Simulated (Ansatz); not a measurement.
# ZnTe, pressure series

The parent structure is ZnTe in the zinc blende structure (space group F-43m, No. 216; a = 6.179 Å).

Cell and atoms are relaxed at each pressure.

The values are results of DFT with PBE, PAW potentials and a 420 eV plane-wave cutoff in Ansatz (a first-principles code), without spin-orbit coupling, earlier PAW set, not measurements.

Candidates:
(a) pressure −2 GPa
(b) pressure 15 GPa
(c) pressure 50 GPa

Base values:

```
Property                        Result
-----------------------------  -------
Width of the top valence band  2.43 eV
```

**Question.** Order them by width of the top valence band, highest first.

**Answer.** (c) pressure 50 GPa (4.98 eV), (b) pressure 15 GPa (3.50 eV), (a) pressure −2 GPa (2.21 eV)

Spin-orbit coupling, missing from the scalar runs, can matter with Te. The levels and masses belong to the bands next to the band gap. Load acts through the strain it causes; cell and atoms are relaxed under it. Whether these cells are dynamically stable was not tested. Measured, ZnTe leaves this structure (for cinnabar) near 9.5 GPa (temperature not stated; as listed in Datta, Sujoy, Jana, Debnarayan, arXiv (2020)), on rising pressure, with hysteresis.
